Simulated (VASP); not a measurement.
**CdS (Greenockite): accuracy against cost in the SCF threshold and k-mesh**

A convergence test on CdS (Greenockite): the SCF threshold and k-mesh. The atoms are off their equilibrium sites, so that forces can be compared too. The series runs use PBE. The SCF threshold tried: EDIFF = 0.01; EDIFF = 0.001; EDIFF = 1E-04; EDIFF = 1E-05; EDIFF = 1E-06; EDIFF = 1E-08. The k-mesh tried: 2 2 1; 3 3 2; 4 4 3; 5 5 3; 7 7 4; 9 9 5; 11 11 6. The atoms of the start are displaced at random from the sites of a P6_3mc cell.

Calculated with VASP 6.6.1; PBE; plane waves and PAW (Cd, S).

The database entry behind the starting cell differs from later determinations by our own check (about 0.35 % long), so it need not match the best structure at ambient conditions.

## (1) The starting structure

It takes space group P1 (No. 1, triclinic). Conventional cell: a = 4.150 Å, b = 4.150 Å, c = 6.737 Å, α = 90.00°, β = 90.00°, γ = 120.00°. Nearest to Cd lie 4 S at 2.47 to 2.60 Å. Nearest to Cd lie 4 S at 2.51 to 2.57 Å. Nearest to S lie 4 Cd at 2.52 to 2.57 Å. Nearest to S lie 4 Cd at 2.47 to 2.60 Å. Farther neighbours and most contacts between anions are not listed.

Coordinates:

```cif
data_structure
_symmetry_space_group_name_H-M 'P1'
_symmetry_Int_Tables_number 1
_cell_length_a 4.1500
_cell_length_b 4.1500
_cell_length_c 6.7370
_cell_angle_alpha 90.000
_cell_angle_beta 90.000
_cell_angle_gamma 120.000
_cell_volume 100.48
loop_
_atom_site_label
_atom_site_type_symbol
_atom_site_symmetry_multiplicity
_atom_site_Wyckoff_symbol
_atom_site_fract_x
_atom_site_fract_y
_atom_site_fract_z
_atom_site_occupancy
Cd1 Cd 1 a 0.31904 0.66816 0.99822 1
Cd2 Cd 1 a 0.66569 0.33049 0.50239 1
S1 S 1 a 0.32924 0.66587 0.37277 1
S2 S 1 a 0.67272 0.33716 0.87511 1
```

## (2) SCF threshold: EDIFF = 0.01

EDIFF stops the electronic loop; forces need it tighter than energies do. PBE, the usual starting point, adds the gradient of the density.

INCAR reads:

```
SYSTEM = CdS
PREC = Accurate
ENCUT = 400
EDIFF = 0.01
NELM = 100
ISMEAR = -1
SIGMA = 0.05
LREAL = .FALSE.
ALGO = Normal
GGA = PE
NBANDS = 24
LORBIT = 11
LWAVE = .FALSE.
LCHARG = .FALSE.
KPAR = 4
ISIF = 2
```

POSCAR reads:

```
CdS
1.0
    4.1500000000      0.0000000000      0.0000000000
   -2.0750000000      3.5940054257      0.0000000000
    0.0000000000      0.0000000000      6.7370000000
Cd S
2 2
Direct
    0.3190440000      0.6681630000     -0.0017800000
    0.6656900000      0.3304950000      0.5023890000
    0.3292410000      0.6658690000      0.3727730000
    0.6727230000      0.3371580000      0.8751140000
```

KPOINTS reads:

```
Automatic mesh
0
Gamma
6 6 4
0 0 0
```

Potentials, in the order of the species: Cd and S (PBE family, release 64).

Started as:

```console
$ mpirun -np 4 vasp_std
```

The log of the run:

```text
[banner, memory and clock lines left out]
running    4 mpi-ranks, on    1 nodes
 distrk:  each k-point on    1 cores,    4 groups
 distr:  one band on    1 cores,    1 groups

 POSCAR found type information on POSCAR CdS
 POSCAR found :  2 types and       4 ions
 LDA part: xc-table for (Slater+PW92), standard interpolation
 POSCAR, INCAR and KPOINTS ok, starting setup
 FFT: planning ... GRIDC
 FFT: planning ... GRID_SOFT
 FFT: planning ... GRID
 WAVECAR not read
 entering main loop
       N       E                     dE             d eps       ncg     rms          rms(c)
DAV:   1     0.209812663962E+03    0.20981E+03   -0.15477E+04  3656   0.112E+03
DAV:   2    -0.319582751131E+01   -0.21301E+03   -0.20755E+03  4296   0.306E+02
DAV:   3    -0.132417861285E+02   -0.10046E+02   -0.10019E+02  4456   0.689E+01
DAV:   4    -0.133334916848E+02   -0.91706E-01   -0.91678E-01  4416   0.638E+00
DAV:   5    -0.133351073567E+02   -0.16157E-02   -0.16156E-02  4072   0.829E-01    0.113E+01
DAV:   6    -0.122615027830E+02    0.10736E+01   -0.22121E+00  4824   0.153E+01    0.890E+00
DAV:   7    -0.122431883446E+02    0.18314E-01   -0.82069E-01  4344   0.500E+00    0.398E+00
DAV:   8    -0.122391219133E+02    0.40664E-02   -0.10961E-01  4224   0.338E+00    0.553E-01
DAV:   9    -0.122373481960E+02    0.17737E-02   -0.17858E-02  2216   0.176E+00
   1 F= -.12237348E+02 E0= -.12237348E+02  d E =-.243453E-06
```

The job ended after 20 s (4 MPI ranks of Intel Xeon Platinum 8375C at 2.90GHz (Ice Lake), shared host; peak memory 0.99 GiB).

Lines that name or quote the potential files are left out of all logs, and their timing lines are given in words.

From OUTCAR (step 2):

```text
ion  position               nearest neighbor table
   1  0.319  0.668  0.998-   4 2.47   3 2.52   4 2.54   4 2.60
   2  0.666  0.330  0.502-   4 2.51   3 2.54   3 2.54   3 2.57
   3  0.329  0.666  0.373-   1 2.52   2 2.54   2 2.54   2 2.57
   4  0.673  0.337  0.875-   1 2.47   2 2.51   1 2.54   1 2.60

  LATTYP: Found a hexagonal cell.
 ALAT       =     4.1500000000
 C/A-ratio  =     1.6233734940

 Subroutine GETGRP returns: Found  1 space group operations
 (whereof  1 operations were pure point group operations)

The static configuration has the point symmetry C_1 .

 Found     76 irreducible k-points:

   k-points           NKPTS =     76   k-points in BZ     NKDIM =     76   number of bands    NBANDS=     24

   dimension x,y,z NGX =    28 NGY =   28 NGZ =   48
   dimension x,y,z NGXF=    56 NGYF=   56 NGZF=   96

   ENCUT  =  400.0 eV  29.40 Ry    5.42 a.u.   6.77  6.77 10.99*2*pi/ulx,y,z

   NELECT =      36.0000    total number of electrons

 k-points in reciprocal lattice and weights: Automatic mesh
   0.00000000  0.00000000  0.00000000       0.007
   0.16666667 -0.00000000  0.00000000       0.014
   0.00000000  0.16666667  0.00000000       0.014
  -0.16666667  0.16666667  0.00000000       0.014
   0.33333333  0.00000000  0.00000000       0.014
   0.00000000  0.33333333  0.00000000       0.014
  -0.33333333  0.33333333  0.00000000       0.014
   0.50000000 -0.00000000  0.00000000       0.007
   0.00000000  0.50000000  0.00000000       0.007
[...]
0.50000000 -0.16666667  0.50000000       0.014
   0.33333333  0.33333333  0.50000000       0.014

 average (electrostatic) potential at core
       1 -39.4164       2 -39.3750       3 -89.1571       4 -89.2376

 E-fermi :   1.8316

 k-point     1 :       0.0000    0.0000    0.0000
  band No.  band energies     occupation
    ...
     14       0.3822      2.00000
     15       0.5118      2.00000
     16       1.1673      2.00000
     17       1.2073      1.99999
     18       1.2218      1.99999
     19       2.3929      0.00003
     20       4.0059      0.00000
     21       7.6256      0.00000
     22       7.7259      0.00000
     23       8.0124      0.00000
    ...

 k-point     2 :       0.1667   -0.0000    0.0000
  band No.  band energies     occupation
    ...
     14      -0.5561      2.00000
     15       0.0029      2.00000
     16       0.1801      2.00000
     17       0.9557      2.00000
     18       1.0416      2.00000
     19       3.5416      0.00000
     20       4.8643      0.00000
     21       7.0107      0.00000
     22       7.9967      0.00000
     23       8.0770      0.00000
    ...

 k-point     3 :       0.0000    0.1667    0.0000
  band No.  band energies     occupation
    ...
     14      -0.5119      2.00000
     15       0.0139      2.00000
     16       0.1563      2.00000
     17       0.9639      2.00000
     18       1.0408      2.00000
     19       3.5368      0.00000
     20       4.8550      0.00000
     21       6.9550      0.00000
     22       7.9549      0.00000
     23       8.0802      0.00000
    ...

  Total        1.5584497      1.4260352      2.0604950      0.5907832      0.1068305      0.2765196
  in kB       24.8490617     22.7377487     32.8540395      9.4198803      1.7033831      4.4090310
  external PRESSURE =      26.8136166 kB  Pullay stress =       0.0000000 kB

  energy-cutoff  :      400.00
  volume of cell :      100.48
      direct lattice vectors                 reciprocal lattice vectors
     4.150000000  0.000000000  0.000000000     0.240963855  0.139120547  0.000000000
    -2.075000000  3.594005426  0.000000000     0.000000000  0.278241094  0.000000000
     0.000000000  0.000000000  6.737000000     0.000000000  0.000000000  0.148434021

 POSITION                                       TOTAL-FORCE (eV/Angst)
 -----------------------------------------------------------------------------------
     -0.06241      2.40138      6.72501         0.418791      0.096396      0.015730
      2.07684      1.18780      3.38459        -0.073513      0.030726     -0.215869
     -0.01533      2.39314      2.51137         0.096954     -0.022421      0.152213
      2.09220      1.21175      5.89564        -0.442231     -0.104701      0.047927
 -----------------------------------------------------------------------------------
    total drift:                                0.000582      0.000322     -0.006406

  FREE ENERGIE OF THE ION-ELECTRON SYSTEM (eV)
  ---------------------------------------------------
  free  energy   TOTEN  =       -12.2373481960 eV

  energy  without entropy=      -12.2373479526  energy(sigma->0) =      -12.23734807

 total charge
# of ion       s       p       d       tot
------------------------------------------
    1        0.425   0.322   9.561  10.309
    2        0.423   0.317   9.561  10.301
    3        1.324   2.395   0.000   3.719
    4        1.323   2.402   0.000   3.725
--------------------------------------------------
tot          3.496   5.437  19.121  28.055

[... 3 further parts left out ...]
```

The gap is read on the k-mesh alone, so it is an upper bound where the band edges lie off the mesh. Spin-orbit coupling is off here; it would split degenerate levels.

This step gave:

```yaml
electronic_steps: 9
electrons: 36
bands: 24
irreducible_k_points: 76
symmetry_operations: 1
free_energy_toten: -12.24 eV
fermi_energy: 1.832 eV
pressure: 2.681 GPa
metallic: no
valence_top_at_k: 0, 0, 0
conduction_bottom_at_k: 0, 0, 0
least_direct_gap_at_k: 0, 0, 0
gap_on_the_k_mesh: 1.171 eV
least_direct_gap_on_the_k_mesh: 1.171 eV
```

The series starts at -3.0593 eV an atom and 2.68 GPa, after 9 cycles in 20 s.

## (3) SCF threshold: EDIFF = 0.001

INCAR, as its differences from that of step 2:

```diff
@@ -3,3 +3,3 @@
 ENCUT = 400
-EDIFF = 0.01
+EDIFF = 0.001
 NELM = 100
```

POSCAR is that of step 2.

KPOINTS is that of step 2.

Started as:

```console
$ mpirun -np 4 vasp_std
```

The log of the run:

```text
[... set-up lines as in an earlier step ...]
 entering main loop
       N       E                     dE             d eps       ncg     rms          rms(c)
[... 4 cycles as in an earlier step ...]
DAV:   5    -0.133351879671E+02   -0.16963E-02   -0.16962E-02  4568   0.829E-01    0.113E+01
DAV:   6    -0.122613005880E+02    0.10739E+01   -0.22220E+00  4816   0.153E+01    0.890E+00
DAV:   7    -0.122431664268E+02    0.18134E-01   -0.81955E-01  4360   0.499E+00    0.398E+00
DAV:   8    -0.122391216532E+02    0.40448E-02   -0.10924E-01  4224   0.337E+00    0.553E-01
DAV:   9    -0.122374857397E+02    0.16359E-02   -0.19201E-02  4624   0.176E+00    0.165E-01
DAV:  10    -0.122376392345E+02   -0.15349E-03   -0.14104E-03  2856   0.402E-01
   1 F= -.12237639E+02 E0= -.12237639E+02  d E =-.215234E-06
```

Elapsed: 23 s, on 4 MPI ranks; peak memory 0.99 GiB; 88 s of CPU time.

OUTCAR, selected parts (step 3):

```text
  Total        1.2131420      1.0799415      1.7172051      0.5886409      0.1064375      0.2752828
  in kB       19.3432235     17.2193778     27.3803735      9.3857208      1.6971167      4.3893110
  external PRESSURE =      21.3143249 kB  Pullay stress =       0.0000000 kB

 POSITION                                       TOTAL-FORCE (eV/Angst)
 -----------------------------------------------------------------------------------
     -0.06241      2.40138      6.72501         0.418666      0.096365      0.015339
      2.07684      1.18780      3.38459        -0.073352      0.030611     -0.216560
     -0.01533      2.39314      2.51137         0.096174     -0.022528      0.154348
      2.09220      1.21175      5.89564        -0.441488     -0.104447      0.046873
 -----------------------------------------------------------------------------------
    total drift:                                0.000863      0.000686     -0.001534

  FREE ENERGIE OF THE ION-ELECTRON SYSTEM (eV)
  ---------------------------------------------------
  free  energy   TOTEN  =       -12.2376392345 eV

  energy  without entropy=      -12.2376390193  energy(sigma->0) =      -12.23763913

[... 2 parts as in an earlier step ...]

[... 1 further part left out ...]
[key lines of the parts left out:]
E-fermi :   1.8286
```

Against the run before the energy moves by -0.07 meV an atom and the pressure by -0.55 GPa, after 10 cycles in 23 s.

## (4) SCF threshold: EDIFF = 1E-04

INCAR, as its differences from that of step 3:

```diff
@@ -3,3 +3,3 @@
 ENCUT = 400
-EDIFF = 0.001
+EDIFF = 1E-04
 NELM = 100
```

POSCAR is that of step 3.

KPOINTS is that of step 3.

Started as:

```console
$ mpirun -np 4 vasp_std
```

The log of the run:

```text
[... set-up lines as in an earlier step ...]
 entering main loop
       N       E                     dE             d eps       ncg     rms          rms(c)
[... 9 cycles as in an earlier step ...]
DAV:  10    -0.122376466713E+02   -0.16093E-03   -0.14848E-03  4296   0.402E-01    0.114E-01
DAV:  11    -0.122377344203E+02   -0.87749E-04   -0.18179E-04  3968   0.963E-02
   1 F= -.12237734E+02 E0= -.12237734E+02  d E =-.210480E-06
```

Elapsed: 27 s, on 4 MPI ranks; peak memory 0.98 GiB; 1.7 min of CPU time.

From OUTCAR (step 4):

```text
  Total        1.1881065      1.0550244      1.6915136      0.5881329      0.1064185      0.2750797
  in kB       18.9440387     16.8220812     26.9707304      9.3776210      1.6968149      4.3860717
  external PRESSURE =      20.9122834 kB  Pullay stress =       0.0000000 kB

 POSITION                                       TOTAL-FORCE (eV/Angst)
 -----------------------------------------------------------------------------------
     -0.06241      2.40138      6.72501         0.417793      0.096273      0.015666
      2.07684      1.18780      3.38459        -0.072893      0.030572     -0.215881
     -0.01533      2.39314      2.51137         0.096476     -0.022469      0.153917
      2.09220      1.21175      5.89564        -0.441376     -0.104376      0.046298
 -----------------------------------------------------------------------------------
    total drift:                               -0.000112      0.000312     -0.000827

  FREE ENERGIE OF THE ION-ELECTRON SYSTEM (eV)
  ---------------------------------------------------
  free  energy   TOTEN  =       -12.2377344203 eV

  energy  without entropy=      -12.2377342098  energy(sigma->0) =      -12.23773432

[... 2 parts as in an earlier step ...]

[... 1 further part left out ...]
[key lines of the parts left out:]
E-fermi :   1.8293
```

Against the run before the energy moves by -0.02 meV an atom and the pressure by -0.04 GPa, after 11 cycles in 27 s.

## (5) SCF threshold: EDIFF = 1E-05

INCAR, as its differences from that of step 4:

```diff
@@ -3,3 +3,3 @@
 ENCUT = 400
-EDIFF = 1E-04
+EDIFF = 1E-05
 NELM = 100
```

POSCAR is that of step 4.

KPOINTS is that of step 4.

Started as:

```console
$ mpirun -np 4 vasp_std
```

The log of the run:

```text
[... set-up lines as in an earlier step ...]
 entering main loop
       N       E                     dE             d eps       ncg     rms          rms(c)
[... 10 cycles as in an earlier step ...]
DAV:  11    -0.122377354746E+02   -0.88803E-04   -0.19234E-04  4696   0.963E-02    0.102E-01
DAV:  12    -0.122377958575E+02   -0.60383E-04   -0.14010E-04  3832   0.575E-02    0.267E-02
DAV:  13    -0.122378004173E+02   -0.45598E-05   -0.14060E-05  3480   0.298E-02
   1 F= -.12237800E+02 E0= -.12237800E+02  d E =-.210246E-06
```

Wall time 30 s (4 MPI ranks); peak memory 0.98 GiB.

OUTCAR, selected parts (step 5):

```text
  Total        1.2120918      1.0786975      1.7208052      0.5903106      0.1066913      0.2759388
  in kB       19.3264781     17.1995412     27.4377770      9.4123447      1.7011644      4.3997702
  external PRESSURE =      21.3212654 kB  Pullay stress =       0.0000000 kB

 POSITION                                       TOTAL-FORCE (eV/Angst)
 -----------------------------------------------------------------------------------
     -0.06241      2.40138      6.72501         0.418369      0.096391      0.016146
      2.07684      1.18780      3.38459        -0.073057      0.030592     -0.216602
     -0.01533      2.39314      2.51137         0.096527     -0.022498      0.154111
      2.09220      1.21175      5.89564        -0.441838     -0.104485      0.046345
 -----------------------------------------------------------------------------------
    total drift:                               -0.000033      0.000337     -0.000585

  FREE ENERGIE OF THE ION-ELECTRON SYSTEM (eV)
  ---------------------------------------------------
  free  energy   TOTEN  =       -12.2378004173 eV

  energy  without entropy=      -12.2378002071  energy(sigma->0) =      -12.23780031

[... 2 parts as in an earlier step ...]

[... 1 further part left out ...]
[key lines of the parts left out:]
E-fermi :   1.8352
```

Against the run before the energy moves by -0.02 meV an atom and the pressure by +0.04 GPa, after 13 cycles in 30 s.

## (6) SCF threshold: EDIFF = 1E-06

INCAR, as its differences from that of step 5:

```diff
@@ -3,3 +3,3 @@
 ENCUT = 400
-EDIFF = 1E-05
+EDIFF = 1E-06
 NELM = 100
```

POSCAR is that of step 5.

KPOINTS is that of step 5.

Started as:

```console
$ mpirun -np 4 vasp_std
```

The log of the run:

```text
[... set-up lines as in an earlier step ...]
 entering main loop
       N       E                     dE             d eps       ncg     rms          rms(c)
[... 12 cycles as in an earlier step ...]
DAV:  13    -0.122378004826E+02   -0.46251E-05   -0.14712E-05  4664   0.298E-02    0.700E-03
DAV:  14    -0.122378012469E+02   -0.76430E-06   -0.28372E-06  3208   0.167E-02
   1 F= -.12237801E+02 E0= -.12237801E+02  d E =-.209107E-06
```

Run time: 31 s. Hardware: 4 MPI ranks; peak memory 1 GiB; 2 min of CPU time.

From OUTCAR (step 6):

```text
  Total        1.1957730      1.0623882      1.7045374      0.5902207      0.1066744      0.2759017
  in kB       19.0662795     16.9394939     27.1783904      9.4109107      1.7008953      4.3991782
  external PRESSURE =      21.0613879 kB  Pullay stress =       0.0000000 kB

 POSITION                                       TOTAL-FORCE (eV/Angst)
 -----------------------------------------------------------------------------------
     -0.06241      2.40138      6.72501         0.418292      0.096378      0.016108
      2.07684      1.18780      3.38459        -0.073034      0.030591     -0.216665
     -0.01533      2.39314      2.51137         0.096547     -0.022491      0.154204
      2.09220      1.21175      5.89564        -0.441805     -0.104479      0.046354
 -----------------------------------------------------------------------------------
    total drift:                               -0.000078      0.000325     -0.000643

  FREE ENERGIE OF THE ION-ELECTRON SYSTEM (eV)
  ---------------------------------------------------
  free  energy   TOTEN  =       -12.2378012469 eV

  energy  without entropy=      -12.2378010378  energy(sigma->0) =      -12.23780114

[... 2 parts as in an earlier step ...]

[... 1 further part left out ...]
[key lines of the parts left out:]
E-fermi :   1.8354
```

Against the run before the energy stays within 0.01 meV an atom; the pressure moves by -0.03 GPa, after 14 cycles in 31 s.

(Continued in part 2 of 3.)

[Lines on the potential files, build, host, timing and source positions are cut from VASP's logs without a mark.]

[Logs are printed without paths, hosts, clocks, repeated set-up lines and the standing remarks that a program may print on its own settings, such as how far it seeks lower states.]

[Hosts, paths, dates, database ids (printed as entryN), source tags and the programs' standing remarks are cut or masked in the printed files.]

[A measured line is paired with the nearest computed mode of its activity, which favours agreement.]

[In band tables of VASP the shares of atoms and orbitals are scaled to a sum of 1 inside the atoms' spheres.]
